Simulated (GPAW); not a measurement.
The system is Nd.

```
Nd
1.0
     3.65700    0.00000    0.00000
    -1.82850    3.16705    0.00000
     0.00000    0.00000    5.90200
Nd
2
Direct
  0.66667 0.33333 0.75000
  0.33333 0.66667 0.25000
```

This isn't the form of Nd at room conditions, which is double hcp.

Base run:

* Program: GPAW 26.7.0
* Functional: PBE
* Potentials or basis: GPAW PAW data sets (gpaw-data 1.2.1)
* Cutoff: 800 eV
* Basis: pw
* k mesh: 8 × 8 × 5
* Occupations: fermi-dirac, width 0.05 eV
* Spin: collinear spin, ferromagnetic start
* Starting moments: [3.0, 3.0] μB

Its results: pressure -0.7 GPa; net moment 8.20 μB per cell; site moments Nd +3.38 μB.

Q: The run is repeated on the same cell with these changes: potentials or basis from GPAW PAW data sets (gpaw-data 1.2.1) to JTH PAW 2.0, PBE; k mesh from 8 × 8 × 5 to 5 × 5 × 3. What comes out?

A: Pressure -1.3 GPa; net moment 8.05 μB per cell; site moments Nd +3.48 μB.

Caveats: some runs use coarse meshes; one-centre terms of the f shell are cut off; the magnetic or orbital state may not be the lowest; the program truncates these outside data sets (some runs).

Not every run made on this cell is shown here.
